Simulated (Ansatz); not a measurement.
## WGe2N4 monolayer in a perpendicular field

Wanted: the out-of-plane response of the WGe2N4 monolayer. A positive field points along +c.

Calculated with Ansatz 0.2.0; plane-wave DFT, PBE-D3(BJ), Ansatz PAW (set soft_1); PAW set soft_1.

## 1. The starting structure

The cell holds 7 atoms: 4 N, 2 Ge and 1 W. Cell: a = 3.020 Å, b = 3.020 Å, c = 45.765 Å, α = 90.0°, β = 90.0°, γ = 120.0°. Vacuum lies along c.

As a file:

```xyz
7
Lattice="3.0200 0.0000 0.0000 -1.5100 2.6154 0.0000 0.0000 0.0000 45.7645" Properties=species:S:1:pos:R:3
N     0.0000    0.0000   19.2000
Ge    0.0000    1.7436   19.7878
N     0.0000    1.7436   21.6278
W     0.0000    0.0000   22.8823
N     0.0000    1.7436   24.1368
Ge    0.0000    1.7436   25.9768
N     0.0000    0.0000   26.5645
```

## 2. Relaxing the slab

The starting cell is a guess, so the in-plane lattice and the atoms are relaxed first, with the slab cut off from its images along the normal.

input.yaml reads:

```yaml
crystal:
  lattice:
    - [3.02, 0.0, 0.0]
    - [-1.51, 2.6153967194, 0.0]
    - [0.0, 0.0, 45.7645285836]
  atoms:
    - { symbol: "N", position: [0.0, 0.0, 0.4195389004] }
    - { symbol: Ge, position: [0.3333333333, 0.6666666667, 0.4323821251] }
    - { symbol: "N", position: [0.3333333333, 0.6666666667, 0.4725879364] }
    - { symbol: W, position: [0.0, 0.0, 0.5] }
    - { symbol: "N", position: [0.3333333333, 0.6666666667, 0.5274120636] }
    - { symbol: Ge, position: [0.3333333333, 0.6666666667, 0.5676178749] }
    - { symbol: "N", position: [0.0, 0.0, 0.5804610996] }
  periodic: [true, true, false]
kpoints:
  mp_grid: { grid: [12, 12, 1] }
hamiltonian:
  xc: pbe
  dispersion: d3bj
  pseudopotentials: { kind: paw, azcp: { folder: soft_1 } }
scf:
  occupations: { method: fermi_dirac, width: 0.05 }
  convergence: { dr2_threshold: 1.0e-09 }
relax:
  f_tol: 0.004
  max_steps: 90
  cell: {}
output:
  write_potential: true
  write_density: true
  volumetric_format: npy
```

Command:

```console
$ ansatz run input.yaml --threads 2 --pin off --max-ram 3072MiB --backend cpu --events-out ev --progress --plain --runs-dir out
```

Numbers of over 12 decimals in the logs are rounded to 6 here.

Log:

```text
Warning: relax.cell: scf.convergence.dr2_threshold = 1e-9 eV is looser than the 2.32151794471e-10 eV advised for a relaxation that steers and ends on the stress (1e-10 eV for each atom of the cell: 7, times the square of relax.cell.stress_2d_tol = 0.05 N/m over 17.4 Å (the atoms' height at the walk's start and 5 Å past either face), 2.879e-2 GPa, over a crystal's default 0.05). What an SCF threshold leaves in a stress goes as its square root, and in the free energy as the threshold itself, and one threshold admits the most on a small cell: [figures from the program's tests cut] Set scf.convergence.dr2_threshold to 2.32151794471e-10 eV or tighter. [rest of the remark cut]
Engine: ansatz 0.2.0, x86_64-unknown-linux-gnu
Pseudopotentials: kind: paw
Pseudopotential: N, paw, valence charge 5, recommended cutoff 420 eV (normal), soft_1/N.paw.azcp
Pseudopotential: Ge, paw, valence charge 14, recommended cutoff 420 eV (normal), soft_1/Ge.paw.azcp
Pseudopotential: W, paw, valence charge 14, recommended cutoff 420 eV (normal), soft_1/W.paw.azcp
Functional definition: PBE
  parameter kappa = 0.804
  parameter beta = 0.066725
  exchange = pbe_x(kappa = kappa, mu = beta*pi^2/3)
  correlation = pbe_c(beta = beta)
Crystal: 7 atoms, lattice volume = 361.471 Å³
Basis set: ecut = 420 eV, 6921 PW (Γ), exchange–correlation on 48×48×640 points (8 copies of the dense FFT grid, shifted against one another)
Bands: 38, of which v1, the nominal top of the filled ones, is band 31 counted from 1 (30 counted from 0)
Symmetry: 12 space group operations
Space group: P-6m2 (ITA 187), of the structure as read, at distance tolerance 7.1e-5 Å
k-points: 19 of 144 (time reversal used)
Non-local potential: N, projectors of the file, l = 0: 2, l = 1: 2, l = 2: 1
Non-local potential: Ge, projectors of the file, l = 0: 2, l = 1: 2, l = 2: 3, l = 3: 1
Non-local potential: W, projectors of the file, l = 0: 3, l = 1: 2, l = 2: 2, l = 3: 1
PAW form: soft (Blöchl's): semilocal exchange-correlation on the pseudo side does not see the compensation charge
PAW one-centre angular grid: N, 110 points (default); XC on 64 Gauss nodes
PAW one-centre angular grid: Ge, 590 points (default); XC on 64 Gauss nodes
PAW one-centre angular grid: W, 590 points (default); XC on 64 Gauss nodes
Initial density: superposition of atomic densities (neutral atoms: chi_scale 0, normalization atom)
Initial wavefunctions: pseudopotential atomic-orbital guess
Functional: x = pbe(κ = 0.804, μ = 0.219515), c = pbe(β = 0.066725)
SCF iter   1: F=—  HF=-20522.026721 eV  |F-HF|=—  |Δ(HF+E_count)|=         —  Δρ=8.08e-2  dr2=2.66e1  ethr=3.10e-3  ⟨swp⟩=14.2  Hψ=5159  notcnv=0  defer=1
preconditioner: auto → Resta (q_TF=auto, 2.034 Å⁻¹)  ε∞=1.6  [insulator: Δε(μ)=1.704 eV  Ē_g=18.020 eV  σ=0.050 eV  W_gap=1.00  n_scr=28 (ndim 8)  ℏωp=14.4 eV  f_vac=0.760  D(μ)=0.00/eV (n_scr^D=0)  ε∞_Penn≈1.6  vacuum switching on, ρ_ref=2.4e-2 e/Å³]
SCF iter   2: F=—  HF=-20516.678219 eV  |F-HF|=—  |Δ(HF+E_count)|=    5.35e0  Δρ=4.66e-2  dr2=1.07e1  ethr=3.10e-3  ⟨swp⟩=5.3  Hψ=2481  notcnv=0  defer=34
SCF iter   3: F=—  HF=-20515.088685 eV  |F-HF|=—  |Δ(HF+E_count)|=    1.59e0  Δρ=1.61e-2  dr2=1.28e0  ethr=3.10e-3  ⟨swp⟩=4.6  Hψ=1953  notcnv=0  defer=31
SCF iter   4: F=—  HF=-20514.902287 eV  |F-HF|=—  |Δ(HF+E_count)|=   1.86e-1  Δρ=8.77e-3  dr2=1.47e-1  ethr=2.07e-3  ⟨swp⟩=3.8  Hψ=1390  notcnv=0  defer=30
SCF iter   5: F=—  HF=-20514.924202 eV  |F-HF|=—  |Δ(HF+E_count)|=   2.19e-2  Δρ=4.33e-3  dr2=8.74e-2  ethr=2.38e-4  ⟨swp⟩=3.9  Hψ=1837  notcnv=0  defer=32
SCF iter   6: F=—  HF=-20514.908350 eV  |F-HF|=—  |Δ(HF+E_count)|=   1.59e-2  Δρ=1.14e-3  dr2=9.02e-3  ethr=1.41e-4  ⟨swp⟩=3.3  Hψ=1337  notcnv=0  defer=33
SCF iter   7: F=—  HF=-20514.906845 eV  |F-HF|=—  |Δ(HF+E_count)|=   1.50e-3  Δρ=4.25e-4  dr2=1.54e-3  ethr=1.46e-5  ⟨swp⟩=3.5  Hψ=1767  notcnv=0  defer=33
SCF iter   8: F=—  HF=-20514.906608 eV  |F-HF|=—  |Δ(HF+E_count)|=   2.37e-4  Δρ=1.00e-4  dr2=4.94e-5  ethr=2.48e-6  ⟨swp⟩=3.7  Hψ=1554  notcnv=0  defer=33
SCF iter   9: F=—  HF=-20514.906668 eV  |F-HF|=—  |Δ(HF+E_count)|=   6.03e-5  Δρ=2.62e-5  dr2=5.26e-6  ethr=7.96e-8  ⟨swp⟩=3.4  Hψ=1578  notcnv=0  defer=33
SCF iter  10: F=—  HF=-20514.906729 eV  |F-HF|=—  |Δ(HF+E_count)|=   6.11e-5  Δρ=6.63e-6  dr2=1.63e-7  ethr=8.49e-9  ⟨swp⟩=3.3  Hψ=1450  notcnv=0  defer=33
SCF iter  11: F=—  HF=-20514.906729 eV  |F-HF|=—  |Δ(HF+E_count)|=   7.05e-8  Δρ=2.00e-6  dr2=1.59e-8  ethr=2.63e-10  ⟨swp⟩=3.7  Hψ=1766  notcnv=0  defer=33
SCF iter  12: F=—  HF=-20514.906729 eV  |F-HF|=—  |Δ(HF+E_count)|=  2.04e-10  Δρ=5.07e-7  dr2=1.96e-9  ethr=2.56e-11  ⟨swp⟩=3.2  Hψ=1510  notcnv=0  defer=33
SCF iter  13: F=-20514.906729 eV  HF=-20514.906729 eV  |F-HF|=2.11e-10  |Δ(HF+E_count)|=  7.42e-10  Δρ=2.03e-7  dr2=1.47e-10  ethr=1.61e-12  ⟨swp⟩=13.2  Hψ=5994  notcnv=0
SCF 1 converged in 13 iterations: F = -20514.906729 eV  dr2 = 1.47e-10
  greatest PAW one-centre occupation: 0.999 electrons in one spin orbital (limit 2), on the W atom at site 3 (counted from 0), in its partial waves of l = 0
relax step   1: F+E_penalty+E_count = -20514.90672937 eV  Δ(F+E_penalty+E_count) = +0.000e0 eV  max|allowed force component| = 1.584e0 eV/Å  Δτ_max = 0.0000 Å  P = -4.663 N/m  Ω = 361.471 Å³  fix = [c, alpha, beta]  reactions: c -0.000 N/m  (13 SCF iters, accepted)
Crystal: 7 atoms, lattice volume = 355.807 Å³
Basis set: ecut = 420 eV, 6741 PW (Γ), exchange–correlation on 48×48×640 points (8 copies of the dense FFT grid, shifted against one another)
Initial density: handed on by an earlier stage of this run
Initial wavefunctions: those handed on with the density
iter 1 solved again at ethr=8.55e-5 eV; its pass at ethr=3.10e-3 eV (dr2=5.30e-2 eV) is discarded
SCF iter   1: F=—  HF=-20515.006870 eV  |F-HF|=—  |Δ(HF+E_count)|=         —  Δρ=3.36e-3  dr2=5.31e-2  ethr=8.55e-5  ⟨swp⟩=3.3  Hψ=5687  notcnv=0
preconditioner: auto → Resta (q_TF=auto, 2.039 Å⁻¹)  ε∞=1.6  [insulator: Δε(μ)=1.458 eV  Ē_g=18.225 eV  σ=0.050 eV  W_gap=1.00  n_scr=28 (ndim 8)  ℏωp=14.5 eV  f_vac=0.769  D(μ)=0.00/eV (n_scr^D=0)  ε∞_Penn≈1.6  vacuum switching on, ρ_ref=2.4e-2 e/Å³]
SCF iter   2: F=—  HF=-20514.992184 eV  |F-HF|=—  |Δ(HF+E_count)|=   1.47e-2  Δρ=1.38e-3  dr2=7.55e-3  ethr=8.55e-5  ⟨swp⟩=3.7  Hψ=1204  notcnv=0
SCF iter   3: F=—  HF=-20514.991736 eV  |F-HF|=—  |Δ(HF+E_count)|=   4.49e-4  Δρ=9.09e-4  dr2=4.07e-3  ethr=1.22e-5  ⟨swp⟩=3.3  Hψ=1386  notcnv=0  defer=1
SCF iter   4: F=—  HF=-20514.991153 eV  |F-HF|=—  |Δ(HF+E_count)|=   5.83e-4  Δρ=3.60e-4  dr2=3.01e-4  ethr=6.56e-6  ⟨swp⟩=3.1  Hψ=1310  notcnv=0  defer=7
[...]
SCF iter   8: F=—  HF=-20515.001648 eV  |F-HF|=—  |Δ(HF+E_count)|=   6.31e-5  Δρ=5.60e-6  dr2=4.71e-8  ethr=1.01e-9  ⟨swp⟩=3.5  Hψ=1599  notcnv=0  defer=9
SCF iter   9: F=—  HF=-20515.001648 eV  |F-HF|=—  |Δ(HF+E_count)|=   3.63e-8  Δρ=1.19e-6  dr2=3.76e-9  ethr=7.60e-11  ⟨swp⟩=3.3  Hψ=1657  notcnv=0  defer=9
SCF iter  10: F=-20515.001648 eV  HF=-20515.001648 eV  |F-HF|=1.67e-10  |Δ(HF+E_count)|=  6.55e-10  Δρ=3.32e-7  dr2=2.58e-10  ethr=1.61e-12  ⟨swp⟩=13.4  Hψ=6281  notcnv=0
SCF 3 converged in 10 iterations: F = -20515.001648 eV  dr2 = 2.58e-10
relax step   3: F+E_penalty+E_count = -20515.00164804 eV  Δ(F+E_penalty+E_count) = -1.046e-2 eV  max|allowed force component| = 9.541e-2 eV/Å  Δτ_max = 0.0433 Å  P = +0.904 N/m  Ω = 354.990 Å³  energy of the carried Pulay correction = +3.152e-3 eV  fix = [c, alpha, beta]  reactions: c +0.000 N/m  (10 SCF iters, accepted)
[...]
relax step   4: F+E_penalty+E_count = -20515.00243278 eV  Δ(F+E_penalty+E_count) = -7.847e-4 eV  max|allowed force component| = 1.788e-2 eV/Å  Δτ_max = 0.0085 Å  P = -0.055 N/m  Ω = 356.288 Å³  energy of the carried Pulay correction = +2.516e-3 eV  fix = [c, alpha, beta]  reactions: c -0.000 N/m  (9 SCF iters, accepted)
[...]
relax step   5: F+E_penalty+E_count = -20515.00250598 eV  Δ(F+E_penalty+E_count) = -7.320e-5 eV  max|allowed force component| = 6.083e-3 eV/Å  Δτ_max = 0.0006 Å  P = +0.023 N/m  Ω = 356.176 Å³  energy of the carried Pulay correction = +2.571e-3 eV  fix = [c, alpha, beta]  reactions: c +0.000 N/m  (7 SCF iters, accepted)
[...]
relax step   6: F+E_penalty+E_count = -20515.00250541 eV  Δ(F+E_penalty+E_count) = +5.741e-7 eV  max|allowed force component| = 3.603e-4 eV/Å  Δτ_max = 0.0003 Å  P = +0.002 N/m  Ω = 356.181 Å³  energy of the carried Pulay correction = +2.568e-3 eV  fix = [c, alpha, beta]  reactions: c +0.000 N/m  (6 SCF iters, accepted)
[...]
relax step   7: F+E_penalty+E_count = -20515.00013721 eV  Δ(F+E_penalty+E_count) = +2.368e-3 eV  max|allowed force component| = 2.654e-4 eV/Å  Δτ_max = 0.0000 Å  P = -0.059 N/m  Ω = 356.181 Å³  fix = [c, alpha, beta]  reactions: c -0.000 N/m  stress off target by 5.90e-2 N/m on what of the cell is left free  SCF on the basis re-selected at this cell (its energy is not comparable with the rows above)  (5 SCF iters)
[...]
relax step   8: F+E_penalty+E_count = -20515.00017227 eV  Δ(F+E_penalty+E_count) = -3.506e-5 eV  max|allowed force component| = 1.165e-4 eV/Å  Δτ_max = 0.0002 Å  P = -0.002 N/m  Ω = 356.114 Å³  energy of the carried Pulay correction = +3.221e-5 eV  fix = [c, alpha, beta]  reactions: c -0.000 N/m  (6 SCF iters, accepted)
iter 1 solved again at ethr=1.36e-7 eV; its pass at ethr=3.10e-3 eV (dr2=8.42e-5 eV) is discarded
SCF iter   1: F=—  HF=-20515.000027 eV  |F-HF|=—  |Δ(HF+E_count)|=         —  Δρ=1.27e-6  dr2=4.59e-9  ethr=1.36e-7  ⟨swp⟩=7.5  Hψ=9248  notcnv=0
eigensolver tolerance schedule: the retry pair's looser diagonalisation over-reported the residual by 18344.19 of it (diagonalisation noise at 4.10 of the residual, at the tolerance the schedule requests for it); recorded, not acted on — ethr = c·dr2/N_el stays at c = 1.0e-1
SCF iter   2: F=—  HF=-20515.000136 eV  |F-HF|=—  |Δ(HF+E_count)|=   1.09e-4  Δρ=9.73e-7  dr2=7.90e-9  ethr=7.40e-12  ⟨swp⟩=7.2  Hψ=3316  notcnv=0
SCF iter   3: F=-20515.000136 eV  HF=-20515.000136 eV  |F-HF|=7.79e-10  |Δ(HF+E_count)|=   1.84e-9  Δρ=5.00e-7  dr2=6.04e-10  ethr=1.61e-12  ⟨swp⟩=19.6  Hψ=8015  notcnv=0
SCF 9 converged in 3 iterations: F = -20515.000136 eV  dr2 = 6.04e-10
relax step   9: F+E_penalty+E_count = -20515.00013575 eV  Δ(F+E_penalty+E_count) = +3.651e-5 eV  max|allowed force component| = 1.347e-4 eV/Å  Δτ_max = 0.0000 Å  P = -0.003 N/m  Ω = 356.114 Å³  fix = [c, alpha, beta]  reactions: c -0.000 N/m  stress off target by 2.52e-3 N/m on what of the cell is left free  SCF on the basis re-selected at this cell (its energy is not comparable with the rows above)  (3 SCF iters)
basis re-selected at this cell: Δ(F+E_penalty+E_count) = +3.651e-5 eV, ΔP = -0.000 N/m vs the last step (what re-selecting the basis moved, of the pressure what is left beyond the Pulay correction that the steps carried, after the strain that the cell walked since its last selection, with what the two solves' SCF thresholds leave and, on support functions, any second-order correction that the steps lacked; it is no m [...]
WARN: The output density's exchange-correlation potential varies sharply where the density is thin. Do not read a vacuum level from v_tot or v_xc, or from such a field of the output density. On a cell that repeats whose density bears no net charge and no dipole along the vacuum's axis use v_es (v_loc + v_h of the components); under efield.dipole_correction with no amplitude use v_es + v_field, which holds any externa [...]
SCF converged after 3 iterations
Free energy (F): -20515.000136 eV
Harris-Foulkes:  -20515.000136 eV  (|F-HF|=7.79e-10)
Internal energy: -20515.000136 eV  (E = F + TS)
E sigma→0 (E₀):  -20515.000136 eV
Fermi energy:    -4.641778 eV
--- Per-component energies (eV) ---
  E_band       = -1486.910052
  E_kinetic    = 1121.484089
  E_local      = -380205.808158  (includes V_loc(G=0)·N_el)
  E_nonlocal   = 561.059580
  E_hartree    = 189270.564218
  E_xc         = -646.609114
  E_vxc        = -660.639465  (∫ρ·V_xc dr)
  E_paw        = -13127.152808  (= ΣΔE_a)
  E_vpaw       = -844.132001  (= ΣTr[D̂ρ^β])
  E_aug_tail   = 0.003651  (compensation charges beyond the density's cutoff)
  E_ewald      = 182513.155002
  E_disp       = -1.696595  (pairwise vdW)
  E_smearing   = -0.000000  (= −TS)
  E_closure    = 0.000000  (closes the sum)
  Σ components = -20515.000136   (vs F -20515.000136, Δ=0.00e0)
--- Forces (eV/Å), atoms counted from 1 ---
  atom   1  N     -0.00000000    -0.00000000     0.00005086
  atom   2  Ge     0.00000000     0.00000000    -0.00013268
  atom   3  N     -0.00000000    -0.00000000     0.00013466
  atom   4  W     -0.00000000    -0.00000000    -0.00000000
  atom   5  N     -0.00000000    -0.00000000    -0.00013466
  atom   6  Ge     0.00000000     0.00000000     0.00013268
  atom   7  N     -0.00000000    -0.00000000    -0.00005086
  max |Σ_I F_I| component: 1.32e-15 eV/Å
--- 2D stress c σ (N/m, compression-positive) ---
       -0.002524      -0.000000      -0.000000
       -0.000000      -0.002524       0.000000
        0.000000       0.000000       0.000000
  P = ½ c Tr σ = -0.0025 N/m
--- Band table (eV; the first three rows and the last of 19) ---
  k-point 0: bands = [... 27 lower, -8.1389, -8.1389, -7.5841, -5.5520, -3.4525, -3.2530, -2.3707, -2.3707, ... 3 higher]
  k-point 1: bands = [... 27 lower, -8.4031, -8.2657, -7.4505, -5.4716, -3.4154, -3.1853, -2.3906, -2.0850, ... 3 higher]
  k-point 2: bands = [... 27 lower, -8.6758, -8.5907, -7.4998, -5.7902, -3.3777, -2.9234, -2.4262, -1.5478, ... 3 higher]
  k-point 18: bands = [... 27 lower, -9.4382, -8.0156, -7.4638, -5.9823, -3.8696, -1.7981, -1.7776, -0.8418, ... 3 higher]
  the weakly bound empty levels are not read free of the cell's end (no_gap_told)
--- Relaxed structure (7 steps of the walk, 7 accepted, 2 SCFs on fresh bases) ---
  F+E_penalty+E_count = -20515.00013575 eV   max|allowed force component| = 1.347e-4 eV/Å   (the final SCF, on the basis selected at the relaxed cell)
  cell:  # Å, volume = 356.1140 Å³
    - [2.997538, 0.0, 0.0]
    - [-1.498769, 2.595944, 0.0]
    - [0.0, 0.0, 45.7645285836]
  atoms:
    - { symbol: N, position: [1.0573552618555e-17, -5.135725556199064e-17, 0.418344] }
    - { symbol: Ge, position: [0.333333, 0.666667, 0.432256] }
    - { symbol: N, position: [0.333333, 0.666667, 0.473285] }
    - { symbol: W, position: [1.0573552618554981e-17, -5.135725556199064e-17, 0.5] }
    - { symbol: N, position: [0.333333, 0.666667, 0.526715] }
    - { symbol: Ge, position: [0.333333, 0.666667, 0.567744] }
    - { symbol: N, position: [1.0573552618555e-17, -5.135725556199064e-17, 0.581656] }
```

Wall time 79 s (2 threads of Intel Xeon 6975P-C (Granite Rapids), shared host); peak memory 0.75 GiB.

Step by step:

```csv
step,energy less that of the first step (eV),largest force component (eV/Å),volume (Å³)
1,0.0000,1.5839,361.47
2,-0.0845,0.2842,355.81
3,-0.0949,0.0954,354.99
4,-0.0957,0.0179,356.29
5,-0.0958,0.0061,356.18
6,-0.0958,0.0004,356.18
7*,-0.0934,0.0003,356.18
8,-0.0934,0.0001,356.11
9*,-0.0934,0.0001,356.11
```

Relaxation steps marked * repeat the geometry before them on a plane-wave basis chosen anew for their cell, so energy and pressure can jump there.

The run keeps the 12 symmetry operations that it works with, so distortions that break them were not tested.

```csv
cell as run,before,after,change
a (Å),3.020,2.998,-0.7 %
b (Å),3.020,2.998,-0.7 %
```

The atoms that moved most (Å, along periodic axes as changes of fractional coordinates times the final cell, across vacuum about the mean position):

```csv
atom,dx,dy,dz,length
N7,0.000,0.000,0.055,0.055
N1,0.000,0.000,-0.055,0.055
N3,0.000,0.000,0.032,0.032
N5,0.000,0.000,-0.032,0.032
Ge6,0.000,0.000,0.006,0.006
Ge2,0.000,0.000,-0.006,0.006
```

The relaxed structure:

```xyz
7
Lattice="2.9975 0.0000 0.0000 -1.4988 2.5959 0.0000 0.0000 0.0000 45.7645" Properties=species:S:1:pos:R:3
N     0.0000    0.0000   19.1453
Ge    0.0000    1.7306   19.7820
N     0.0000    1.7306   21.6597
W     0.0000    0.0000   22.8823
N     0.0000    1.7306   24.1049
Ge    0.0000    1.7306   25.9825
N     0.0000    0.0000   26.6192
```

The lattice constant a goes from 3.020 to 2.998 Å.

[end of part 1 of 2]

[Logs are printed without paths, hosts, clocks, repeated set-up lines and the standing remarks that a program may print on its own settings, such as how far it seeks lower states.]

[Hosts, paths, dates, database ids (printed as entryN), source tags and the programs' standing remarks are cut or masked in the printed files.]

[Maps of the electrostatic potential energy from Ansatz leave out the sawtooth potential of an applied field or a dipole correction, so their vacuum need not be flat; planar profiles and work functions include it.]
